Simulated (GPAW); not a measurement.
# GaN (F-43m) in GPAW: convergence with convergence criteria

Aim: find how far convergence criteria must go before the results for GaN settle, at PBE. This setting moves, with any that are tied to it; all else stays.

Everything below comes from runs of GPAW 26.7.0. Logs are shortened: lines on timing, memory, paths and dates and some standing lists are left out, and cuts for length are marked. The log counts tension as positive stress, the text compression.

### 1 Starting point

The structure is cubic, space group F-43m (No. 216). Conventional cell: a = 4.507 Å, b = 4.507 Å, c = 4.507 Å, α = 90.00°, β = 90.00°, γ = 90.00°. Ga (site symmetry -43m) has 4 N at 1.95 Å as nearest neighbours. N (site symmetry -43m) has 4 Ga at 1.95 Å as nearest neighbours.

The cell is a database's computed one.

### 2 With convergence criteria density=0.001 energy=0.01 eigenstates=0.0001

run.py reads:

```python
from ase import Atoms
from ase.dft.bandgap import bandgap
from ase.io import write
from ase.units import GPa
from gpaw import GPAW, PW

atoms = Atoms(['Ga', 'N'],
              cell=[[0.0, 2.2535006075, 2.2535006075],
                    [2.2535006075, 0.0, 2.2535006075],
                    [2.2535006075, 2.2535006075, 0.0]],
              scaled_positions=[[0.0, 0.0, 0.0],
                                [0.25, 0.25, 0.25]],
              pbc=True)

calc = GPAW(mode=PW(800),
            xc='PBE',
            kpts={'size': (10, 10, 10), 'gamma': True},
            occupations={'name': 'fermi-dirac', 'width': 0.05},
            nbands=11,
            convergence={'density': 0.001, 'energy': 0.01, 'eigenstates': 0.0001},
            maxiter=100,
            txt='gpaw.txt')
atoms.calc = calc
energy = atoms.get_potential_energy()
forces = atoms.get_forces()
stress = atoms.get_stress()
calc.write('gs.gpw')
write('result.traj', atoms)
print(f'Energy: {energy:.6f} eV')
print('Forces (eV/A):')
print(forces.round(4))
print('Stress (GPa):', (stress / GPa).round(3))
print('Fermi level:', round(calc.get_fermi_level(), 4), 'eV')
print(f'Gap: {bandgap(calc)[0]:.4f} eV, direct: {bandgap(calc, direct=True)[0]:.4f} eV')
```

Potentials or basis: GPAW PAW data sets (gpaw-data 1.2.1), pw.

Launch:

```sh
$ OMP_NUM_THREADS=1 python run.py
```

gpaw.txt:

```text
__  _  _
 | _ |_)|_||  |
 |__||  | ||/\| - 26.7.0

Input parameters:
  mode=PW(ecut=800.0),
  convergence={'density': 0.001, 'energy': 0.01, 'eigenstates': 0.0001},
  kpts=MonkhorstPack(size=(10, 10, 10), gamma=True),
  maxiter=100,
  nbands=11,
  occupations=Occupations(name='fermi-dirac', width=0.05),
  xc=XC(name='PBE')

Diagonalizing LCAO Hamiltonian
Converting LCAO to pw mode

           N
       Ga

Atoms  # Å, Bohr magnetons
|   | symbol |        x |        y |        z |    initial magnetic moments |
|---|--------|----------|----------|----------|-----------------------------|
| 0 |     Ga | 0.000000 | 0.000000 | 0.000000 | ( 0.0000,  0.0000,  0.0000) |
| 1 |      N | 1.126750 | 1.126750 | 1.126750 | ( 0.0000,  0.0000,  0.0000) |

Unit cell  # Å
| periodic |        x |        y |        z |  lengths |    angles |
|----------|----------|----------|----------|----------|-----------|
|      yes | 0.000000 | 2.253501 | 2.253501 | 3.186931 | 60.000000 |
|      yes | 2.253501 | 0.000000 | 2.253501 | 3.186931 | 60.000000 |
|      yes | 2.253501 | 2.253501 | 0.000000 | 3.186931 | 60.000000 |

Number of symmetries: 24
Symmetry operations  # r_c * U_cc + t_c -> r_c
|    | kind |            matrix            |
|----|------|------------------------------|
|  0 |  E   |  1, 0, 0,  0, 1, 0,  0, 0, 1 |
|  1 |  σ   |  1, 0, 0,  0, 0, 1,  0, 1, 0 |
|  2 |  σ   |  1, 0,-1,  0, 1,-1,  0, 0,-1 |
|  3 |  C3  |  1, 0,-1,  0, 0,-1,  0, 1,-1 |
|  4 |  C3  |  1,-1, 0,  0,-1, 1,  0,-1, 0 |
|  5 |  σ   |  1,-1, 0,  0,-1, 0,  0,-1, 1 |
|  6 |  σ   |  0, 1, 0,  1, 0, 0,  0, 0, 1 |
|  7 |  C3  |  0, 1, 0,  0, 0, 1,  1, 0, 0 |
|  8 |  C2  |  0, 1,-1,  1, 0,-1,  0, 0,-1 |
|  9 |  S4  |  0, 1,-1,  0, 0,-1,  1, 0,-1 |
| 10 |  C3  |  0, 0, 1,  1, 0, 0,  0, 1, 0 |
| 11 |  σ   |  0, 0, 1,  0, 1, 0,  1, 0, 0 |
| 12 |  S4  |  0, 0,-1,  1, 0,-1,  0, 1,-1 |
| 13 |  C3  |  0, 0,-1,  0, 1,-1,  1, 0,-1 |
| 14 |  S4  |  0,-1, 1,  1,-1, 0,  0,-1, 0 |
| 15 |  C2  |  0,-1, 1,  0,-1, 0,  1,-1, 0 |
| 16 |  C3  |  0,-1, 0,  1,-1, 0,  0,-1, 1 |
[... 111 lines left out ...]
  MSR1-Mixer
  Pratt-step length: 0.05
  Maximum mixing coefficient: 0.75
  Old densities: 10
  SVD Regularization: 0.005
  Good broyden scale: 1.0
  Trust region scale: 1.0
  Backstep threshold: 4.0
  History deletion threshold: 6.0
  Fourier metric: weight=20.0, sigma=0.015

occupation numbers:
  Fermi-Dirac:
    width: 0.0500  # eV

poisson solver:
  ecut: 6400.0  # eV

xc functional:
  name: PBE with 2 nearest neighbor stencil

convergence criteria:
- Maximum integral of absolute [dens]ity change: 0.001 electrons / valence electron
- Maximum [total energy] change in last 3 cyles: 0.01 eV / valence electron
- Maximum integral of absolute [eigenst]ate change: 0.0001 eV^2 / valence electron
maximum number of iterations: 100

SCF iterations
|iter     | |      energy | eigst |  dens |
|---------|-|-------------|-------|-------|
|iter:   1| |  -13.898402 | -0.17 |       |
|iter:   2| |  -13.404624 | -2.03 | -0.57 |
|iter:   3| |  -12.082042 | -0.69 | -0.62 |
|iter:   4| |  -12.081207 | -3.20 | -1.29 |
|iter:   5| |  -12.082243c| -3.50 | -1.56 |
|iter:   6| |  -12.082265c| -4.40c| -2.85 |
|iter:   7| |  -12.082276c| -4.91c| -3.18c|

Converged in 7 steps
Energy contributions relative to reference atoms: (reference = -54366.393033)

Energy contributions:
  Kinetic:          34.139147
  Coulomb:         -30.050478
  Zero:              0.149462
  External:          0.000000
  Xc:              -16.320407
  Entropy:          -0.000000
  Spinorbit:         0.000000
  ----------------------------
  Free energy:     -12.082276
  Extrapolated:    -12.082276

dipole moment: (-12.564767, -12.564767, -12.564767)  # |e|*Ang

Fermi level: 7.312
Eigenvalues  # (at kpt = [0.000, 0.000, 0.000])
| band index |      eig [eV] | occ [0-2] |
|------------|---------------|-----------|
|          0 |        -9.463 |     2.000 |
|          1 |         6.390 |     2.000 |
|          2 |         6.390 |     2.000 |
|          3 |         6.390 |     2.000 |
|          4 |         8.229 |     0.000 |
|          5 |        16.799 |     0.000 |
|          6 |        16.799 |     0.000 |
|          7 |        16.799 |     0.000 |
|          8 |        24.087 |     0.000 |
|          9 |        24.815 |     0.000 |
|         10 |        24.828 |     0.000 |

Gap: 1.839 eV
Transition (v -> c):
  (s=0, k=0, n=3, [0.00, 0.00, 0.00]) -> (s=0, k=0, n=4, [0.00, 0.00, 0.00])
No difference between direct/indirect transitions

Forces  # eV/Ang
|        x |       y |        z |
|----------|---------|----------|
| -0.00000 | 0.00000 |  0.00000 |  # Ga   0
|  0.00000 | 0.00000 | -0.00000 |  # N    1

Stress tensor  # eV/Ang^3
|         x |         y |         z |
|-----------|-----------|-----------|
| -0.078354 |  0.000000 |  0.000000 |
|  0.000000 | -0.078354 |  0.000000 |
|  0.000000 |  0.000000 | -0.078354 |

# Writing to gs.gpw (mode='')
```

stdout:

```text
Energy: -12.082276 eV
Forces (eV/A):
[[-0.  0.  0.]
 [ 0.  0. -0.]]
Stress (GPa): [-12.554 -12.554 -12.554   0.      0.      0.   ]
Fermi level: 7.3124 eV
Gap: 1.8386 eV, direct: 1.8386 eV
```

It took 10 s on 1 thread of Arm Neoverse V1, shared host; peak memory 0.16 GiB.

Results:

| Item | Value |
| --- | --- |
| Free energy | -12.0823 eV |
| Pressure | 12.6 GPa |
| Band gap on the k mesh | 1.84 eV, direct |

### 3 With convergence criteria default

run.py: that of step 2 with these lines changed.

```diff
@@ -19,3 +19,2 @@
             nbands=11,
-            convergence={'density': 0.001, 'energy': 0.01, 'eigenstates': 0.0001},
             maxiter=100,
```

Potentials or basis: GPAW PAW data sets (gpaw-data 1.2.1), pw.

Launch:

```sh
$ OMP_NUM_THREADS=1 python run.py
```

Run time: 13 s. Hardware: 1 thread of Arm Neoverse V1, shared host; peak memory 0.16 GiB.

It converged, with:

```yaml
Free_energy: -12.0823 eV
Pressure: 12.6 GPa
Band_gap_on_the_k_mesh: 1.84 eV, direct
```

### 4 With convergence criteria density=1e-05 energy=1e-05

run.py: that of step 3 with these lines changed.

```diff
@@ -19,2 +19,3 @@
             nbands=11,
+            convergence={'density': 1e-05, 'energy': 1e-05},
             maxiter=100,
```

Launch:

```sh
$ OMP_NUM_THREADS=1 python run.py
```

It took 14 s on 1 thread of Arm Neoverse V1, shared host; peak memory 0.16 GiB.

It converged, with:

```yaml
Free_energy: -12.0823 eV
Pressure: 12.6 GPa
Band_gap_on_the_k_mesh: 1.84 eV, direct
```

### 5 With convergence criteria density=1e-05 forces=0.0001

run.py: that of step 4 with these lines changed.

```diff
@@ -19,3 +19,3 @@
             nbands=11,
-            convergence={'density': 1e-05, 'energy': 1e-05},
+            convergence={'density': 1e-05, 'forces': 0.0001},
             maxiter=100,
```

Launch:

```sh
$ OMP_NUM_THREADS=1 python run.py
```

It took 15 s on 1 thread of Arm Neoverse V1, shared host; peak memory 0.16 GiB.

Results (log left out):

* Free energy: -12.0823 eV
* Pressure: 12.6 GPa
* Band gap on the k mesh: 1.84 eV, direct

### 6 With convergence criteria density=1e-06 energy=1e-06 eigenstates=1e-10

run.py: that of step 5 with these lines changed.

```diff
@@ -19,3 +19,3 @@
             nbands=11,
-            convergence={'density': 1e-05, 'forces': 0.0001},
+            convergence={'density': 1e-06, 'energy': 1e-06, 'eigenstates': 1e-10},
             maxiter=100,
```

Potentials or basis: GPAW PAW data sets (gpaw-data 1.2.1), pw.

Launch:

```sh
$ OMP_NUM_THREADS=1 python run.py
```

It took 15 s on 1 thread of Arm Neoverse V1, shared host; peak memory 0.16 GiB.

It converged, with:

```yaml
Free_energy: -12.0823 eV
Pressure: 12.6 GPa
Band_gap_on_the_k_mesh: 1.84 eV, direct
```

### 7 Result

```
                        convergence criteria  energy less the tightest run, at zero smearing (meV/atom)  SCF cycles  CPU time (s)  peak memory (GiB)
density=0.001 energy=0.01 eigenstates=0.0001                                                       0.00           7            10               0.16
                                     default                                                       0.00           8            13               0.16
                  density=1e-05 energy=1e-05                                                       0.00          10            14               0.16
                 density=1e-05 forces=0.0001                                                       0.00          11            15               0.16
density=1e-06 energy=1e-06 eigenstates=1e-10                                                       0.00          11            15               0.16
```

Against the tightest run, the energy stays within 1 meV/atom from density=0.001 energy=0.01 eigenstates=0.0001 on. The tightest run that finished is the yardstick and may itself not be fully converged.
